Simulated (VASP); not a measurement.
# ZrH (I-4m2) in VASP: single point with LDA

Aim: the single point of ZrH with LDA.

Everything below comes from runs of VASP 6.6.1. Logs are shortened: lines on timing, memory, paths and dates and some standing lists are left out, and cuts for length are marked.

## 1. Starting point

The structure is tetragonal, space group I-4m2 (No. 119). The conventional cell has a = 3.288 Å, b = 3.288 Å, c = 5.009 Å, α = 90.00°, β = 90.00°, γ = 90.00°. Zr (site symmetry -4m2) is surrounded by 4 H at 2.07 Å. Around H (site symmetry -4m2) lie 4 Zr at 2.07 Å.

The cell comes from a database or a generator and needn't be the stable form of this composition.

## 2. Single point, LDA

INCAR reads:

```
PREC = Accurate
ENCUT = 520
EDIFF = 1E-7
ISMEAR = 0
SIGMA = 0.15
LREAL = F
LASPH = T
NELM = 100
ALGO = Fast
ISIF = 2
LWAVE = F
LCHARG = F
GGA = CA
NBANDS = 14
```

KPOINTS reads:

```
regular mesh
0
Gamma
  20 20 20
```

POSCAR reads:

```
ZrH
1.0
   -1.6439080000      1.6439080000      2.5043990000
    1.6439080000     -1.6439080000      2.5043990000
    1.6439080000      1.6439080000     -2.5043990000
Zr H
1 1
Direct
    0.0000000000      0.0000000000      0.0000000000
    0.7500000000      0.2500000000      0.5000000000
```

Potentials or basis: VASP PAW LDA potentials, release 64 (Zr_sv, H).

Command:

```console
> cat potpaw_LDA.64/Zr_sv/POTCAR potpaw_LDA.64/H/POTCAR > POTCAR
> mpirun -np 1 vasp_std > vasp.out
```

OUTCAR:

```text
PREC = Accurate
   ENCUT = 520
   EDIFF = 1E-7
   ISMEAR = 0
   LREAL = F
   LASPH = T
   NELM = 100
   ISIF = 2
   GGA = CA

 ion  position               nearest neighbor table
   1  0.000  0.000  0.000-   2 2.07   2 2.07   2 2.07   2 2.07
   2  0.750  0.250  0.500-   1 2.07   1 2.07   1 2.07   1 2.07

  LATTYP: Found a body centered tetragonal cell.
 ALAT       =     3.2878160000
 C/A-ratio  =     1.5234423094

  Lattice vectors:

 A1 = (  -1.6439080000,   1.6439080000,   2.5043990000)
 A2 = (   1.6439080000,  -1.6439080000,   2.5043990000)
 A3 = (   1.6439080000,   1.6439080000,  -2.5043990000)

Analysis of symmetry for initial positions (statically):
=====================================================================
 Subroutine PRICEL returns:
 Original cell was already a primitive cell.

 Routine SETGRP: Setting up the symmetry group for a
 body centered tetragonal supercell.

 Subroutine GETGRP returns: Found  8 space group operations
 (whereof  8 operations were pure point group operations)
 out of a pool of 16 trial point group operations.

The static configuration has the point symmetry D_2d.

Analysis of symmetry for dynamics (positions and initial velocities):
=====================================================================
 Subroutine PRICEL returns:
 Original cell was already a primitive cell.

 Routine SETGRP: Setting up the symmetry group for a
 body centered tetragonal supercell.

 Subroutine GETGRP returns: Found  8 space group operations
 (whereof  8 operations were pure point group operations)
 out of a pool of 16 trial point group operations.

The dynamic configuration has the point symmetry D_2d.

 Subroutine INISYM returns: Found  8 space group operations
 (whereof  8 operations are pure point group operations),
 and found     1 'primitive' translations

----------------------------------------------------------------------------------------

                                     Primitive cell

  volume of cell :      27.0719

  direct lattice vectors                    reciprocal lattice vectors
    -1.643908000  1.643908000  2.504399000     0.000000000  0.304153274  0.199648698
     1.643908000 -1.643908000  2.504399000     0.304153274  0.000000000  0.199648698
     1.643908000  1.643908000 -2.504399000     0.304153274  0.304153274  0.000000000

  length of vectors
     3.417145209  3.417145209  3.417145209     0.363825256  0.363825256  0.430137685

  position of ions in fractional coordinates (direct lattice)
     0.000000000  0.000000000  0.000000000
[... 92 lines left out ...]
   EFERMI =   0.00;   METHOD = LEGACY
   ISMEAR =     0;   SIGMA  =   0.15  broadening in eV -4-tet -1-fermi 0-gaus
   EFERMI_NEDOS =   21; number of points for ismear=-14 and -15
   IALGO  =     68    algorithm
   IMIX   =      4    mixing-type and parameters
     AMIX     =   0.40;   BMIX     =  1.00
     AMIX_MAG =   1.60;   BMIX_MAG =  1.00
  volume/ion in A,a.u.               =      13.54        91.35
  Fermi-wavevector in a.u.,A,eV,Ry     =   1.281985  2.422601 22.360995  1.643487
  Thomas-Fermi vector in A             =   2.414323
   LORBIT       =      0    0 simple, 1 ext, 2 COOP (PROOUT), +10 PAW based schemes
   GGA     = CA    functional components
   LHFCALC =     F    Hartree Fock is set to
   AEXX    =    0.0000 exact exchange contribution
   IVDW    =     0    specifies the selected vdW correction
   LEPSILON=     F    determine dielectric tensor
   LRPA    =     F    only Hartree local field effects (RPA)
 non-spin polarized calculation
 RMM-DIIS sequential band-by-band and
 Gauss-broadening in eV      SIGMA  =   0.15
  energy-cutoff  :      520.00
  volume of cell :       27.07
 maximum number of plane-waves:       745
 NGX is ok and might be reduce to    28
   NGX = 13   NGY = 13   NGZ = 13

 number of electron      12.9999999 magnetization

 Free energy of the ion-electron system (eV)
  ---------------------------------------------------
  ext. energy  EPLUGINS =         0.00000000
  ---------------------------------------------------
  free energy    TOTEN  =       -13.52641690 eV

  energy without entropy =      -13.50899976  energy(sigma->0) =      -13.51770833

 E-fermi :   7.4651     XC(G=0): -11.0799

 val. band max:        7.4630795292   @ k =   0.3500   0.3500   0.0500
 cond. band min:       7.4686089828   @ k =  -0.4500   0.5000   0.1500
 fundamental gap:      0.0055294536
 Fermi energy:         7.4651068879

 k-point     1 :       0.0000    0.0000    0.0000
  band No.  band energies     occupation
      1     -41.1117      2.00000
      2     -18.9716      2.00000
      3     -18.9435      2.00000
      4     -18.9435      2.00000
      5      -0.2750      2.00000
      6       7.6257      0.13006
      7       8.2537      0.00000
      8       8.2537      0.00000
      9       9.7470      0.00000
     10      10.7628      0.00000
     11      11.6354      0.00000
     12      19.9131      0.00000
     13      21.4303      0.00000
     14      21.4303      0.00000
[... 377 lines left out ...]
      1     -41.0479      2.00000
      2     -19.4607      2.00000
      3     -19.0563      2.00000
      4     -18.9900      2.00000
      5       1.3082      2.00000
      6       6.4569      2.00000
      7       7.9477      0.00001
      8       8.5364      0.00000
      9      10.6494      0.00000
     10      11.0792      0.00000
     11      14.6059      0.00000
     12      17.0794      0.00000
     13      21.6315      0.00000
     14      22.1228      0.00000

 [... further k-points ...]

------------------------ aborting loop because EDIFF is reached ----------------------------------------

  FORCE on cell =-STRESS in cart. coord.  units (eV):
  Direction    XX          YY          ZZ          XY          YZ          ZX
  --------------------------------------------------------------------------------------
  -------------------------------------------------------------------------------------
  Total       -1.1013152     -1.1013152     -1.1284332      0.0000000      0.0000000      0.0000000
  in kB      -65.1783964    -65.1783964    -66.7833075      0.0000000      0.0000000      0.0000000
  external PRESSURE =     -65.7133668 kB  Pullay stress =       0.0000000 kB

 VOLUME and BASIS-vectors are now :
 -----------------------------------------------------------------------------
  energy-cutoff  :      520.00
  volume of cell :       27.07
      direct lattice vectors                 reciprocal lattice vectors
    -1.643908000  1.643908000  2.504399000     0.000000000  0.304153274  0.199648698
     1.643908000 -1.643908000  2.504399000     0.304153274  0.000000000  0.199648698
     1.643908000  1.643908000 -2.504399000     0.304153274  0.304153274  0.000000000

 POSITION                                       TOTAL-FORCE (eV/Angst)
 -----------------------------------------------------------------------------------
      0.00000      0.00000      0.00000         0.000000     -0.000000     -0.000000
     -0.00000      1.64391      1.25220        -0.000000      0.000000      0.000000
 -----------------------------------------------------------------------------------
    total drift:                               -0.000000      0.000000      0.000000

  FREE ENERGIE OF THE ION-ELECTRON SYSTEM (eV)
  ---------------------------------------------------
  free  energy   TOTEN  =       -13.5264169046 eV

  energy  without entropy=      -13.5089997590  energy(sigma->0) =      -13.51770833
```

OSZICAR:

```text
N       E                     dE             d eps       ncg     rms          rms(c)
DAV:   1     0.863282483150E+02    0.86328E+02   -0.68145E+03 17972   0.875E+02
DAV:   2    -0.113753253512E+02   -0.97704E+02   -0.94205E+02 22496   0.255E+02
DAV:   3    -0.145562172634E+02   -0.31809E+01   -0.31398E+01 26442   0.386E+01
[... 11 lines left out ...]
RMM:  15    -0.135264272960E+02   -0.46063E-05   -0.13680E-05 31212   0.193E-02    0.648E-02
RMM:  16    -0.135264170828E+02    0.10213E-04   -0.54889E-05 29116   0.792E-02    0.131E-02
RMM:  17    -0.135264191026E+02   -0.20197E-05   -0.56642E-06 26343   0.224E-02    0.288E-02
RMM:  18    -0.135264172938E+02    0.18088E-05   -0.18514E-06 22442   0.148E-02    0.133E-02
RMM:  19    -0.135264168405E+02    0.45326E-06   -0.33995E-06 23577   0.204E-02    0.211E-03
RMM:  20    -0.135264169046E+02   -0.64052E-07   -0.42974E-07 20641   0.660E-03
   1 F= -.13526417E+02 E0= -.13517708E+02  d E =-.174171E-01
```

stdout:

```text
POSCAR found type information on POSCAR ZrH
 POSCAR found :  2 types and       2 ions
 scaLAPACK will be used
 LDA part: xc-table for (Slater(with rela. corr.)+CA(PZ))
 , standard interpolation
 POSCAR, INCAR and KPOINTS ok, starting setup
 FFT: planning ... GRIDC
 FFT: planning ... GRID_SOFT
 FFT: planning ... GRID
 WAVECAR not read
 entering main loop
WARNING in EDDRMM: call to ZHEGV failed, returncode =   8  4      6
WARNING in EDDRMM: call to ZHEGV failed, returncode =   6  3     10
WARNING in EDDRMM: call to ZHEGV failed, returncode =   6  3     12
WARNING in EDDRMM: call to ZHEGV failed, returncode =   8  4      8
WARNING in EDDRMM: call to ZHEGV failed, returncode =   8  4      8
WARNING in EDDRMM: call to ZHEGV failed, returncode =   8  4      9
WARNING in EDDRMM: call to ZHEGV failed, returncode =   8  4      9
WARNING in EDDRMM: call to ZHEGV failed, returncode =   6  3      9
WARNING in EDDRMM: call to ZHEGV failed, returncode =   8  4      7
WARNING in EDDRMM: call to ZHEGV failed, returncode =   6  3      9
[... 28 lines left out ...]
WARNING in EDDRMM: call to ZHEGV failed, returncode =   6  3      7
WARNING in EDDRMM: call to ZHEGV failed, returncode =   8  4     14
WARNING in EDDRMM: call to ZHEGV failed, returncode =   6  3      8
WARNING in EDDRMM: call to ZHEGV failed, returncode =   6  3      9
WARNING in EDDRMM: call to ZHEGV failed, returncode =   8  4     12
WARNING in EDDRMM: call to ZHEGV failed, returncode =   6  3     13
WARNING in EDDRMM: call to ZHEGV failed, returncode =   8  4     12
WARNING in EDDRMM: call to ZHEGV failed, returncode =   8  4      7
WARNING in EDDRMM: call to ZHEGV failed, returncode =   8  4     12
WARNING in EDDRMM: call to ZHEGV failed, returncode =   6  3     11
 num prob RMM:  20    -0.135264169046E+02   -0.64052E-07   -0.42974E-07 20641   0.660E-03
```

Wall time 5.7 min (1 thread of Intel Xeon Platinum 8488C (Sapphire Rapids), shared host); peak memory 0.34 GiB.

Results:

* Free energy: -13.5264 eV
* Pressure: -6.6 GPa
* Band gap on the k mesh: none (metal or under the smearing width)

Levels at points of the mesh, in eV from the Fermi level:
```tsv
k point	band 4	band 5	band 6	band 7	band 8	band 9
(0.00, 0.00, 0.00)	-26.41	-7.74	0.16	0.79	0.79	2.28
(0.50, 0.00, 0.00)	-26.46	-5.90	-0.34	0.21	0.92	4.10
(0.50, 0.50, 0.00)	-26.63	-5.36	-2.61	0.80	4.20	4.25
(0.50, 0.50, 0.50)	-26.59	-5.22	-2.68	0.08	4.43	4.57
```
